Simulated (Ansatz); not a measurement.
## BN: frozen normal mode

The calculation used DFT PBE, scalar-relativistic, plane waves, PAW in Ansatz. The runs took a 420 eV cutoff, a Γ-centred 12×12×4 mesh and Gaussian smearing (0.05 eV). No spin polarisation. Energies are free energies at this smearing, counted from the undisturbed cell; pressure is positive in compression.

The undisturbed cell (as given, not relaxed at this level; it stands at 3.3 GPa):

```
CELL_PARAMETERS angstrom
2.50399 0.00000 0.00000
-1.25200 2.16852 0.00000
0.00000 0.00000 6.66120
ATOMIC_POSITIONS crystal
B 0.33333 0.66667 0.25000
B 0.66667 0.33333 0.75000
N 0.33333 0.66667 0.75000
N 0.66667 0.33333 0.25000
```

The cell holds layers and no dispersion correction was added, so their binding is poorly described.

A zone-centre mode of this cell is frozen in: each atom moves by x times its row below, so x is the largest displacement.
```
atom ux uy uz
  B1   0.707   0.707  0.000
  B2  -0.707  -0.707  0.000
  N3  -0.706  -0.706  0.000
  N4   0.706   0.706  0.000
```

```
  x (Å)  ΔE (meV/cell) force along the mode (eV/Å) pressure (GPa) gap on the mesh (eV)
-0.1200              ?                            ?             3.3                  3.87
-0.0900            1.3                            ?             3.3                  3.96
-0.0600            0.6                         0.02             3.3                     ?
-0.0300            0.2                         0.01             3.3                  4.18
 0.0000            0.0                         0.00             3.3                  4.29
 0.0300            0.2                        -0.01             3.3                  4.21
 0.0600            0.7                        -0.02             3.3                  4.12
 0.0900            1.6                        -0.04             3.3                  4.03
 0.1050            2.1                        -0.04             3.3                  3.99
 0.1200            2.8                        -0.05             3.3                  3.95
```

Task: Give the withheld values.

Result: ΔE (meV/cell) at x (Å) = -0.1200: 2.3; force along the mode (eV/Å) at x (Å) = -0.1200: 0.03; force along the mode (eV/Å) at x (Å) = -0.0900: 0.03; gap on the mesh (eV) at x (Å) = -0.0600: 4.07.